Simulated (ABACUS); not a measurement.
Crystal: Al.

```xyz
1
Lattice="0.0000 2.0248 2.0248 2.0248 0.0000 2.0248 2.0248 2.0248 0.0000" Properties=species:S:1:pos:R:3 pbc="T T T"
Al    0.0000    0.0000    0.0000
```

| Quantity | Value |
| --- | --- |
| Program | ABACUS 3.10.1 |
| Task | single point |
| Functional | PBE |
| Potentials or basis | PseudoDojo NC SR 0.4.1 PBE standard |
| Cutoff | 1361 eV |
| Density cutoff | 5442 eV |
| Basis | DZP LCAO (the cutoffs set its grid) |
| k mesh | 11 × 11 × 11 |
| Occupations | fermi-dirac, width 0.05 eV |
| Spin | no spin polarisation |

On this cell: pressure -0.2 GPa; band gap on the k mesh none (metal or under the smearing width).

The same run follows on a disturbed copy (cell strained at random at fixed volume):

```
Al
1.0
     0.04789    1.96914    2.02685
     2.04326   -0.00835    2.08310
     2.04058    2.02271   -0.00568
Al
1
Direct
  0.00598 0.98688 0.02117
```

Q: What changes?

A: The energy (extrapolated to zero smearing) moves by +5.0 meV/atom; pressure 0.0 GPa; band gap on the k mesh none (metal or under the smearing width).

Stress tensor (GPa, compression positive):
```
 0.89 -0.78 -1.20
-0.78  0.78  1.58
-1.20  1.58 -1.72
```

Caveats: the atomic orbitals were generated for these runs and aren't a published set; the basis of atomic orbitals isn't converged, which shifts pressures, moduli and gaps.
